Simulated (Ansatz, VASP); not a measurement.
**One calculation of ZnSe, two programs**

```
Zn Se
1.0
     0.00000    2.84321    2.84321
     2.84321    0.00000    2.84321
     2.84321    2.84321    0.00000
Zn Se
1 1
Direct
  0.00000 0.00000 0.00000
  0.75000 0.75000 0.75000
```

Change from the starting cell: volume scaled by 1.01.

Alike in both runs: task single point; functional PBE; k mesh 8 × 8 × 8; occupations fermi-dirac, width 0.03 eV; no spin polarisation.

|  | VASP | Ansatz |
| --- | --- | --- |
| version | VASP 6.6.1 | Ansatz 0.2.0 |
| potentials or method | VASP PAW PBE potentials, release 64 (Zn, Se), cutoff 520 eV | all-electron LAPW, scalar-relativistic |

```csv
,VASP,Ansatz,Ansatz less VASP
gap on the k mesh at the Fermi level (eV),1.25,1.25,0.000
pressure (GPa),1.7,1.5,-0.21
```

Ansatz ran all-electron here, so the differences hold the error of VASP's frozen core and of both bases.
